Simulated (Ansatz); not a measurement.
# WS2: the cost of one run

Method: DFT PBE, scalar-relativistic, plane waves, PAW, in Ansatz 0.2.0.

1 further run of the same task is left out (set aside as unsound or not needed).

**1. The starting structure**

It takes space group P4mm (No. 99, tetragonal). Conventional cell: a = 5.154 Å, b = 5.154 Å, c = 5.814 Å, α = 90.00°, β = 90.00°, γ = 90.00°. Around W (site symmetry 4mm) lie 2 W at 2.75 to 3.06 Å. Around W (site symmetry 4mm) lie 4 S at 2.46 Å and 1 W at 2.75 Å. Around S (site symmetry m) lie 3 S at 1.71 to 2.42 Å and 1 W at 2.46 Å.

Structure file:

```
CELL_PARAMETERS angstrom
5.15445 0.00000 0.00000
0.00000 5.15445 0.00000
0.00000 0.00000 5.81360
ATOMIC_POSITIONS crystal
W 0.50000 0.50000 0.16450
W 0.50000 0.50000 0.69120
S 0.16620 0.16620 0.75772
S 0.83380 0.83380 0.75772
S 0.83380 0.16620 0.75772
S 0.16620 0.83380 0.75772
```

A structure generator made this guess: random cell by space group and Wyckoff sites (P4mm, No. 99). Lengths come from tabulated atomic sizes and are only a guess.

**2. Probe: one point on a coarse mesh**

input.yaml

```yaml
crystal:
  lattice:
    - [5.15444783, 0.0, 0.0]
    - [0.0, 5.15444783, 0.0]
    - [0.0, 0.0, 5.81359544]
  atoms:
    - { symbol: W, position: [0.5, 0.5, 0.16450129] }
    - { symbol: W, position: [0.5, 0.5, 0.69120227] }
    - { symbol: S, position: [0.16619931, 0.16619931, 0.75771526] }
    - { symbol: S, position: [0.83380069, 0.83380069, 0.75771526] }
    - { symbol: S, position: [0.83380069, 0.16619931, 0.75771526] }
    - { symbol: S, position: [0.16619931, 0.83380069, 0.75771526] }
basis:
  ecutwfc: 420
kpoints:
  mp_grid: { grid: [4, 4, 4] }
hamiltonian:
  xc: pbe
scf:
  occupations: { method: gaussian, width: 0.1 }
  lower_state_search: "off"
output:
  forces: true
  stress: true
  eigenvalues: true
```

On the command line:

```bash
ansatz run input.yaml --threads 1 --pin off --max-ram 2560MiB --backend cpu --events-out ev --progress --plain --runs-dir out
```

**Question.** How long does this run take on 1 thread of Intel Xeon Platinum 8259CL at 2.50GHz (Skylake/Cascade Lake), shared host, and how much memory does it need?

About 7.5 s, with a peak of 0.42 GiB.
